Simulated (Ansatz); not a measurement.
Relaxed bulk Si:

```yaml
crystal:
  lattice:
    - [0.00000, -2.71650, -2.71650]
    - [2.71650, 0.00000, -2.71650]
    - [2.71650, -2.71650, 0.00000]
  atoms:
    - { symbol: Si, position: [0.00000, 0.00000, 0.00000] }
    - { symbol: Si, position: [0.75000, 0.75000, 0.75000] }
```

Miller indices refer to the conventional cell of Fd-3m (No. 227), a = 5.433 Å, b = 5.433 Å, c = 5.433 Å, α = 90.00°, β = 90.00°, γ = 90.00°. The bulk's gap is 0.46 eV.

All numbers below come from DFT PBEsol, scalar-relativistic, plane waves, PAW (Ansatz). Cutoff 420 eV, Gaussian smearing of 0.05 eV, no spin polarisation. A dipole correction acts along the normal.

This cut of an insulator is polar or leaves open shells, so the slab is metallic here; real surfaces compensate by reconstruction or adsorbates.

A relaxed slab with low-index faces, about a nanometre thick, has these properties:

For this slab, the surface energy (mean of both faces) is 2.30 J/m². The gap of the slab on the mesh is none (metal or semimetal). The work function is 5.41 eV.

(1) Which low-index plane was cut?

Gaps are read on the k points sampled, so a band crossing between them can be missed.

## Answers

(1) The (100) plane.